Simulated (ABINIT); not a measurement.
Wanted: the native input for an ABINIT 10.8.3 (patched build) run.

```yaml
Task: single point
Functional: PBE-EpsX
Potentials_or_basis: SG15 NC PBE v1.2
Cutoff: 490 eV
k_mesh: 8 × 8 × 8
Occupations: fixed
Spin: no spin polarisation
Most_SCF_steps: 60
Thinning_of_the_exchange_mesh_fockdownsampling: 2 × 2 × 2
Dielectric_constant_that_sets_the_share: 9.967
```

The system is BAs.

```
CELL_PARAMETERS angstrom
0.00000 2.38850 2.38850
2.38850 0.00000 2.38850
2.38850 2.38850 0.00000
ATOMIC_POSITIONS crystal
As 0.75000 0.75000 0.75000
B 0.00000 0.00000 0.00000
```

The input as run:

run.abi

```
# Pseudopotentials
pp_dirpath "./"
pseudos "As_ONCV_PBE-1.2.upf, B_ONCV_PBE-1.2.upf"

# Structure
acell 3*1.0 Angstrom
rprim
     0.0000000000     2.3885000000     2.3885000000
     2.3885000000     0.0000000000     2.3885000000
     2.3885000000     2.3885000000     0.0000000000
ntypat 2
znucl 33 5
natom 2
typat 1 2
xred
     0.7500000000     0.7500000000     0.7500000000
     0.0000000000     0.0000000000     0.0000000000

# Plane-wave basis
ecut 18.0

# k points
kptopt 1
ngkpt 8 8 8
nshiftk 1
shiftk 0.0 0.0 0.0

# Exchange and correlation
ixc 41
hyb_mixing 0.1003
fockdownsampling 2 2 2

# Bands and occupations
nband 6
occopt 1

# SCF cycle
nstep 60
diemac 6.0
toldfe 1.0e-7

# Output
iomode 3
prtwf 0
prteig 0
prtebands 0
enunit 1
prtden 1
prtvha 1
prtvclmb 1
prtpot 1
prtelf 1
```

Potentials or basis: SG15 NC PBE v1.2.

Run with:

```console
$ mpirun --bind-to none -np 4 abinit run.abi > log 2>&1
```

Results of the run:

```json
{
 "Band gap on the k mesh": "1.75 eV, indirect (least direct gap 3.91 eV)",
 "Valence electrons inside the program's atomic spheres": "As 2.51; B 2.52"
}
```

Run time: 3.1 min on 4 MPI ranks on Arm Neoverse V2, on a shared host, peak memory 0.28 GiB a rank.
